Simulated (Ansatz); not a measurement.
The system is Cs2AgBiBr6.

```xyz
10
Lattice="0.0000 5.6161 5.6161 5.6161 0.0000 5.6161 5.6161 5.6161 0.0000" Properties=species:S:1:pos:R:3 pbc="T T T"
Bi    0.0000    0.0000    0.0000
Cs    8.4242    8.4242    8.4242
Cs    2.8081    2.8081    2.8081
Ag    5.6161    5.6161    5.6161
Br    5.6161    5.6161    8.4180
Br    5.6161    5.6161    2.8142
Br    2.8142    5.6161    5.6161
Br    5.6161    8.4180    5.6161
Br    8.4180    5.6161    5.6161
Br    5.6161    2.8142    5.6161
```

```yaml
Program: Ansatz 0.2.0
Task: relaxation of cell and atoms
Functional: RPBE
Potentials_or_basis: Ansatz PAW
Cutoff: "420 eV (not typed: the program's choice for these potentials)"
k_mesh: 3 × 3 × 3
Occupations: fermi-dirac, width 0.05 eV
Spin: no spin polarisation
```

At the start: volume 35.43 Å³/atom.

Problem. How do energy, volume and symmetry change on relaxing?

Solution. It ends after 5 steps and the volume is 41.05 Å³/atom (+15.9 %); space group Fm-3m (No. 225, to 0.05 Å).

The path:
```tsv
step	energy change (eV)	largest force (eV/Å)	volume (Å³)
1	0.0000	0.2467	354.27
2	-0.4103	0.3098	388.98
3	-0.5100	0.0107	407.40
4	-0.5114	0.0010	410.45
5	-0.5143	0.0007	410.45
```

Final structure:
```xyz
10
Lattice="0.0000 5.8985 5.8985 5.8985 0.0000 5.8985 5.8985 5.8985 0.0000" Properties=species:S:1:pos:R:3 pbc="T T T"
Bi    0.0000    0.0000    0.0000
Cs    8.8478    8.8478    8.8478
Cs    2.9493    2.9493    2.9493
Ag    5.8985    5.8985    5.8985
Br    5.8985    5.8985    8.8760
Br    5.8985    5.8985    2.9211
Br    2.9211    5.8985    5.8985
Br    5.8985    8.8760    5.8985
Br    8.8760    5.8985    5.8985
Br    5.8985    2.9211    5.8985
```

Caveat: the volume moved by over 15 % at a fixed basis, so the end points are rough; the plane-wave basis is chosen anew once the cell has moved, so the energies of steps on either side of that aren't comparable; the PAW data sets come from PBE, with cores solved anew for the run's functional, which leaves a small shift of forces and pressure.
